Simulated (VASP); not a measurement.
# GaN (F-43m) in VASP: further runs

One crystal, GaN, is run at these levels: PBE; tasks: single point.

Program: VASP 6.6.1. These are calculated values, not measurements. Logs are shortened: lines on timing, memory, paths and dates and some standing lists are left out, and cuts for length are marked.

**What was measured.**

A printed reference work, textbook reports, for a bulk crystal of GaN at 0 K: band gap 3.299 eV (direct).

The results are compared with them further down.

### 1 Starting point

The structure is cubic, space group F-43m (No. 216). The conventional cell has a = 4.507 Å, b = 4.507 Å, c = 4.507 Å, α = 90.00°, β = 90.00°, γ = 90.00°. Around Ga (site symmetry -43m) lie 4 N at 1.95 Å. Around N (site symmetry -43m) lie 4 Ga at 1.95 Å.

The cell is a database's computed one.

### 2 Single point, PBE

Input file INCAR:

```
SYSTEM = GaN
ALGO = Normal
EDIFF = 1E-6
ENCUT = 520
GGA = PE
ISIF = 2
ISMEAR = 0
LASPH = .TRUE.
LCHARG = .FALSE.
LREAL = .FALSE.
LWAVE = .FALSE.
NBANDS = 16
NELM = 100
PREC = Accurate
SIGMA = 0.01
```

Input file KPOINTS:

```
k-points
0
G
  5 5 5
  0 0 0
```

Input file POSCAR:

```
GaN
1.0
    0.0000000000      2.2535006100      2.2535006100
    2.2535006100      0.0000000000      2.2535006100
    2.2535006100      2.2535006100      0.0000000000
Ga N
1 1
Direct
    0.0000000000      0.0000000000      0.0000000000
    0.7500000000      0.7500000000      0.7500000000
```

Potentials or basis: VASP PAW PBE potentials, release 64 (Ga_d, N).

Command:

```bash
$ cat potpaw_PBE.64/Ga_d/POTCAR potpaw_PBE.64/N/POTCAR > POTCAR
$ mpirun -np 1 vasp_std > vasp.out
```

OUTCAR:

```text
SYSTEM = GaN
   EDIFF = 1E-6
   ENCUT = 520
   GGA = PE
   ISIF = 2
   ISMEAR = 0
   LASPH = .TRUE.
   LREAL = .FALSE.
   NELM = 100
   PREC = Accurate

 ion  position               nearest neighbor table
   1  0.000  0.000  0.000-   2 1.95   2 1.95   2 1.95   2 1.95
   2  0.750  0.750  0.750-   1 1.95   1 1.95   1 1.95   1 1.95

  LATTYP: Found a face centered cubic cell.
 ALAT       =     4.5070012200

  Lattice vectors:

 A1 = (   0.0000000000,   2.2535006100,   2.2535006100)
 A2 = (   2.2535006100,   0.0000000000,   2.2535006100)
 A3 = (   2.2535006100,   2.2535006100,   0.0000000000)

Analysis of symmetry for initial positions (statically):
=====================================================================
 Subroutine PRICEL returns:
 Original cell was already a primitive cell.

 Routine SETGRP: Setting up the symmetry group for a
 face centered cubic supercell.

 Subroutine GETGRP returns: Found 24 space group operations
 (whereof 24 operations were pure point group operations)
 out of a pool of 48 trial point group operations.

The static configuration has the point symmetry T_d .

Analysis of symmetry for dynamics (positions and initial velocities):
=====================================================================
 Subroutine PRICEL returns:
 Original cell was already a primitive cell.

 Routine SETGRP: Setting up the symmetry group for a
 face centered cubic supercell.

 Subroutine GETGRP returns: Found 24 space group operations
 (whereof 24 operations were pure point group operations)
 out of a pool of 48 trial point group operations.

The dynamic configuration has the point symmetry T_d .

 Subroutine INISYM returns: Found 24 space group operations
 (whereof 24 operations are pure point group operations),
 and found     1 'primitive' translations

----------------------------------------------------------------------------------------

                                     Primitive cell

  volume of cell :      22.8877

  direct lattice vectors                    reciprocal lattice vectors
     0.000000000  2.253500610  2.253500610    -0.221877020  0.221877020  0.221877020
     2.253500610  0.000000000  2.253500610     0.221877020 -0.221877020  0.221877020
     2.253500610  2.253500610  0.000000000     0.221877020  0.221877020 -0.221877020

  length of vectors
     3.186931125  3.186931125  3.186931125     0.384302272  0.384302272  0.384302272

  position of ions in fractional coordinates (direct lattice)
     0.000000000  0.000000000  0.000000000
     0.750000000  0.750000000  0.750000000

  ion indices of the primitive-cell ions
   primitive index   ion index
                 1           1
                 2           2

----------------------------------------------------------------------------------------

 KPOINTS: k-points

Automatic generation of k-mesh.
 Grid dimensions read from file:
 generate k-points for:    5    5    5

 Generating k-lattice:

  Cartesian coordinates                     Fractional coordinates (reciprocal lattice)
    -0.044375404  0.044375404  0.044375404     0.200000000  0.000000000  0.000000000
     0.044375404 -0.044375404  0.044375404     0.000000000  0.200000000  0.000000000
     0.044375404  0.044375404 -0.044375404     0.000000000  0.000000000  0.200000000

  Length of vectors
     0.076860454  0.076860454  0.076860454

  Shift w.r.t. Gamma in fractional coordinates (k-lattice)
     0.000000000  0.000000000  0.000000000

 Subroutine IBZKPT returns following result:
 ===========================================

 Found     10 irreducible k-points:

 Following reciprocal coordinates:
            Coordinates               Weight
  0.000000  0.000000  0.000000      1.000000
  0.200000  0.000000  0.000000      8.000000
  0.400000  0.000000  0.000000      8.000000
  0.200000  0.200000  0.000000      6.000000
  0.400000  0.200000  0.000000     24.000000
 -0.400000  0.200000  0.000000     24.000000
 -0.200000  0.200000  0.000000     12.000000
  0.400000  0.400000  0.000000      6.000000
 -0.400000  0.400000  0.000000     12.000000
 -0.400000  0.400000  0.200000     24.000000
   k-points           NKPTS =     10   k-points in BZ     NKDIM =     10   number of bands    NBANDS=     16
   number of dos      NEDOS =    301   number of ions     NIONS =      2
   total plane-waves  NPLWV =  13824
   dimension x,y,z NGX =    24 NGY =   24 NGZ =   24
   dimension x,y,z NGXF=    48 NGYF=   48 NGZF=   48
   ions per type =               1   1
   NGX,Y,Z   is equivalent  to a cutoff of  12.52, 12.52, 12.52 a.u.
   NGXF,Y,Z  is equivalent  to a cutoff of  25.04, 25.04, 25.04 a.u.
 SYSTEM =  GaN
   PREC   = accura    normal or accurate (medium, high low for compatibility)
   ISTART =      0    job   : 0-new  1-cont  2-samecut
   ICHARG =      2    charge: 1-file 2-atom 10-const
   ISPIN  =      1    spin polarized calculation?
   LNONCOLLINEAR =      F non collinear calculations
   LSORBIT =      F    spin-orbit coupling
   LASPH  =      T    aspherical Exc in radial PAW
   ENCUT  =  520.0 eV  38.22 Ry    6.18 a.u.   5.93  5.93  5.93*2*pi/ulx,y,z
   NELM   =    100;   NELMIN=  2; NELMDL= -5     # of ELM steps
   EDIFF  = 0.1E-05   stopping-criterion for ELM
   LREAL  =      F    real-space projection
   EDIFFG = 0.1E-04   stopping-criterion for IOM
   NSW    =      0    number of steps for IOM
   IBRION =     -1    ionic relax: 0-MD 1-quasi-New 2-CG
   NFREE  =      0    steps in history (QN), initial steepest desc. (CG)
   ISIF   =      2    stress and relaxation
   ISYM   =      2    0-nonsym 1-usesym 2-fastsym
   POTIM  = 0.5000    time-step for ionic-motion
   TEBEG  =    0.0;   TEEND  =   0.0 temperature during run
   PSTRESS=    0.0 pullay stress
   NELECT =      18.0000    total number of electrons
   NUPDOWN=      -1.0000    fix difference up-down
   EMIN   =  10.00;   EMAX   =-10.00  energy-range for DOS
   EFERMI =   0.00;   METHOD = LEGACY
   ISMEAR =     0;   SIGMA  =   0.01  broadening in eV -4-tet -1-fermi 0-gaus
   EFERMI_NEDOS =   21; number of points for ismear=-14 and -15
   IALGO  =     38    algorithm
   IMIX   =      4    mixing-type and parameters
     AMIX     =   0.40;   BMIX     =  1.00
     AMIX_MAG =   1.60;   BMIX_MAG =  1.00
  volume/ion in A,a.u.               =      11.44        77.23
  Fermi-wavevector in a.u.,A,eV,Ry     =   1.511117  2.855596 31.068543  2.283473
  Thomas-Fermi vector in A             =   2.621216
   LORBIT       =      0    0 simple, 1 ext, 2 COOP (PROOUT), +10 PAW based schemes
   GGA     = PE    functional components
   LHFCALC =     F    Hartree Fock is set to
   AEXX    =    0.0000 exact exchange contribution
   IVDW    =     0    specifies the selected vdW correction
   LEPSILON=     F    determine dielectric tensor
   LRPA    =     F    only Hartree local field effects (RPA)
 non-spin polarized calculation
 Gauss-broadening in eV      SIGMA  =   0.01
  energy-cutoff  :      520.00
  volume of cell :       22.89
 maximum number of plane-waves:       629
   NGX = 11   NGY = 11   NGZ = 11

 number of electron      18.0000004 magnetization

 Free energy of the ion-electron system (eV)
  ---------------------------------------------------
  ext. energy  EPLUGINS =         0.00000000
  ---------------------------------------------------
  free energy    TOTEN  =       -12.12729272 eV

  energy without entropy =      -12.12729272  energy(sigma->0) =      -12.12729272

 E-fermi :   5.3721     XC(G=0): -11.6635

 val. band max:        5.2960484071   @ k =   0.0000   0.0000   0.0000
 cond. band min:       7.0143288508   @ k =   0.0000   0.0000   0.0000
 fundamental gap:      1.7182804437
 Fermi energy:         5.3720781800

 k-point     1 :       0.0000    0.0000    0.0000
  band No.  band energies     occupation
      1     -10.6415      2.00000
      2      -8.1602      2.00000
      3      -8.1602      2.00000
      4      -8.1602      2.00000
      5      -7.8411      2.00000
      6      -7.8411      2.00000
      7       5.2960      2.00000
      8       5.2960      2.00000
      9       5.2960      2.00000
     10       7.0143      0.00000
     11      15.5848      0.00000
     12      15.5848      0.00000
     13      15.5848      0.00000
     14      22.8906      0.00000
     15      24.1389      0.00000
     16      24.1389      0.00000

 k-point     2 :       0.2000    0.0000    0.0000
  band No.  band energies     occupation
      1     -10.2545      2.00000
      2      -8.1150      2.00000
      3      -8.1150      2.00000
      4      -7.9578      2.00000
      5      -7.8411      2.00000
      6      -7.8411      2.00000
      7       2.3845      2.00000
      8       4.9268      2.00000
      9       4.9268      2.00000
     10       8.9521      0.00000
     11      14.3155      0.00000
     12      16.0129      0.00000
     13      16.0129      0.00000
     14      21.7320      0.00000
     15      22.0710      0.00000
     16      22.0710      0.00000

 k-point     3 :       0.4000    0.0000    0.0000
  band No.  band energies     occupation
      1      -9.7861      2.00000
      2      -8.0750      2.00000
      3      -8.0750      2.00000
      4      -7.8051      2.00000
      5      -7.8051      2.00000
      6      -6.9509      2.00000
      7      -1.0601      2.00000
      8       4.4082      2.00000
      9       4.4082      2.00000
     10       9.8822      0.00000
     11      13.9658      0.00000
     12      15.7639      0.00000
     13      15.7639      0.00000
     14      20.8688      0.00000
     15      23.9484      0.00000
     16      23.9485      0.00000

 k-point     4 :       0.2000    0.2000    0.0000
  band No.  band energies     occupation
      1     -10.1353      2.00000
      2      -8.0639      2.00000
      3      -8.0639      2.00000
      4      -8.0110      2.00000
      5      -7.8162      2.00000
      6      -7.8146      2.00000
      7       2.6376      2.00000
      8       4.2293      2.00000
      9       4.2293      2.00000
     10       9.5403      0.00000
     11      13.2555      0.00000
     12      16.7495      0.00000
     13      16.7495      0.00000
     14      17.7984      0.00000
     15      26.1503      0.00000
     16      26.8479      0.00000

 k-point     5 :       0.4000    0.2000    0.0000
  band No.  band energies     occupation
      1      -9.7436      2.00000
      2      -8.0482      2.00000
      3      -8.0001      2.00000
      4      -7.9234      2.00000
      5      -7.7892      2.00000
      6      -7.0638      2.00000
      7       0.1285      2.00000
      8       3.2099      2.00000
      9       3.6439      2.00000
     10      10.5835      0.00000
     11      12.9230      0.00000
     12      15.3865      0.00000
     13      17.1460      0.00000
     14      19.4826      0.00000
     15      25.5708      0.00000
     16      26.1899      0.00000

 k-point     6 :      -0.4000    0.2000    0.0000
  band No.  band energies     occupation
      1      -9.6534      2.00000
      2      -8.0617      2.00000
      3      -8.0015      2.00000
      4      -7.8521      2.00000
      5      -7.8140      2.00000
      6      -6.3586      2.00000
      7      -1.1366      2.00000
      8       2.3150      2.00000
      9       3.8910      2.00000
     10      11.4893      0.00000
     11      12.6397      0.00000
     12      15.5228      0.00000
     13      16.7143      0.00000
     14      21.4705      0.00000
     15      23.9371      0.00000
     16      25.5664      0.00000

 k-point     7 :      -0.2000    0.2000    0.0000
  band No.  band energies     occupation
      1      -9.8712      2.00000
      2      -8.0708      2.00000
      3      -8.0562      2.00000
      4      -7.8632      2.00000
      5      -7.8531      2.00000
      6      -7.3845      2.00000
      7       0.8339      2.00000
      8       2.9376      2.00000
      9       4.6760      2.00000
     10      10.7650      0.00000
     11      13.6497      0.00000
     12      14.7807      0.00000
     13      16.4819      0.00000
     14      20.7493      0.00000
     15      22.6621      0.00000
     16      25.8461      0.00000

 k-point     8 :       0.4000    0.4000    0.0000
  band No.  band energies     occupation
      1      -9.6095      2.00000
      2      -8.0565      2.00000
      3      -7.8893      2.00000
      4      -7.8893      2.00000
      5      -7.7716      2.00000
      6      -6.6051      2.00000
      7      -0.2187      2.00000
      8       2.8101      2.00000
      9       2.8101      2.00000
     10       9.0018      0.00000
     11      12.0793      0.00000
     12      16.6847      0.00000
     13      18.8208      0.00000
     14      18.8208      0.00000
     15      27.4055      0.00000
     16      28.8413      0.00000

 k-point     9 :      -0.4000    0.4000    0.0000
  band No.  band energies     occupation
      1      -9.5694      2.00000
      2      -8.0476      2.00000
      3      -7.9009      2.00000
      4      -7.8878      2.00000
      5      -7.7905      2.00000
      6      -6.0163      2.00000
      7      -0.6298      2.00000
      8       1.3299      2.00000
      9       2.9403      2.00000
     10       9.8511      0.00000
     11      12.9084      0.00000
     12      16.6348      0.00000
     13      18.4669      0.00000
     14      18.7007      0.00000
     15      26.9478      0.00000
     16      28.0306      0.00000

 k-point    10 :      -0.4000    0.4000    0.2000
  band No.  band energies     occupation
      1      -9.5947      2.00000
      2      -8.0210      2.00000
      3      -7.9873      2.00000
      4      -7.8642      2.00000
      5      -7.8131      2.00000
      6      -6.1797      2.00000
      7      -0.4159      2.00000
      8       1.5683      2.00000
      9       2.6785      2.00000
     10      11.4035      0.00000
     11      13.2034      0.00000
     12      14.9913      0.00000
     13      17.4527      0.00000
     14      20.2022      0.00000
     15      24.7501      0.00000
     16      28.4081      0.00000

------------------------ aborting loop because EDIFF is reached ----------------------------------------

  FORCE on cell =-STRESS in cart. coord.  units (eV):
  Direction    XX          YY          ZZ          XY          YZ          ZX
  --------------------------------------------------------------------------------------
  -------------------------------------------------------------------------------------
  Total        0.7163480      0.7163480      0.7163480     -0.0000000      0.0000000     -0.0000000
  in kB       50.1454590     50.1454590     50.1454590     -0.0000000      0.0000000     -0.0000000
  external PRESSURE =      50.1454590 kB  Pullay stress =       0.0000000 kB

 VOLUME and BASIS-vectors are now :
 -----------------------------------------------------------------------------
  energy-cutoff  :      520.00
  volume of cell :       22.89
      direct lattice vectors                 reciprocal lattice vectors
     0.000000000  2.253500610  2.253500610    -0.221877020  0.221877020  0.221877020
     2.253500610  0.000000000  2.253500610     0.221877020 -0.221877020  0.221877020
     2.253500610  2.253500610  0.000000000     0.221877020  0.221877020 -0.221877020

 POSITION                                       TOTAL-FORCE (eV/Angst)
 -----------------------------------------------------------------------------------
      0.00000      0.00000      0.00000         0.000000      0.000000      0.000000
      3.38025      3.38025      3.38025        -0.000000     -0.000000     -0.000000
 -----------------------------------------------------------------------------------
    total drift:                               -0.000002     -0.000002     -0.000002

  FREE ENERGIE OF THE ION-ELECTRON SYSTEM (eV)
  ---------------------------------------------------
  free  energy   TOTEN  =       -12.1272927217 eV

  energy  without entropy=      -12.1272927217  energy(sigma->0) =      -12.12729272
```

It took 2.7 s on 1 thread of Intel Xeon 6975P-C (Granite Rapids), shared host; peak memory 0.13 GiB.

Results:

```yaml
Free_energy: -12.1273 eV
Pressure: 5.0 GPa
Band_gap_on_the_k_mesh: 1.72 eV, direct
```

Levels at points of the mesh, in eV from the valence-band top:
```
           k point  band 6  band 7  band 8  band 9  band 10  band 11  band 12  band 13
(0.00, 0.00, 0.00)  -13.14    0.00    0.00    0.00     1.72    10.29    10.29    10.29
```

Caveat: the k mesh is coarse (spacing up to 0.48 Å⁻¹), so the values aren't converged.

### 3 Single point, PBE

Input file INCAR:

```
ALGO = Fast ; EDIFF = 1E-6
ENCUT = 520 ; GGA = PE
ISIF = 2 ; ISMEAR = 0
LASPH = T ; LCHARG = T
LELF = T ; LREAL = F
LVHAR = T ; LWAVE = F
NBANDS = 16 ; NELM = 100
PREC = Accurate ; SIGMA = 0.01
```

Input file KPOINTS:

```
k-points
0
Gamma
  7 7 7
```

POSCAR is that of step 2.

Potentials or basis: VASP PAW PBE potentials, release 64 (Ga_d, N).

Command:

```bash
$ cat potpaw_PBE.64/Ga_d/POTCAR potpaw_PBE.64/N/POTCAR > POTCAR
$ mpirun -np 1 vasp_std > vasp.out
```

It took 4 s on 1 thread of Intel Xeon 6975P-C (Granite Rapids), shared host; peak memory 0.13 GiB.

Results (log left out):

```
Free energy            : -12.1418 eV
Pressure               : 5.0 GPa
Band gap on the k mesh : 1.72 eV, direct
```

Levels at points of the mesh, in eV from the valence-band top:
```
           k point  band 6  band 7  band 8  band 9  band 10  band 11  band 12  band 13
(0.00, 0.00, 0.00)  -13.12    0.00    0.00    0.00     1.72    10.30    10.30    10.30
```

### 4 Comparison with measurements

Step 3. Measured gap of GaN: 3.299 eV (direct; 0 K; a printed reference work, textbook). This calculation gives 1.72 eV (-1.57 eV). Spin-orbit coupling on Ga is left out. The value is that of PBE, without temperature or zero-point motion. Semilocal functionals fall short of measured gaps as a rule. The cell is a database's relaxed one, not the measured one, which moves gaps too.
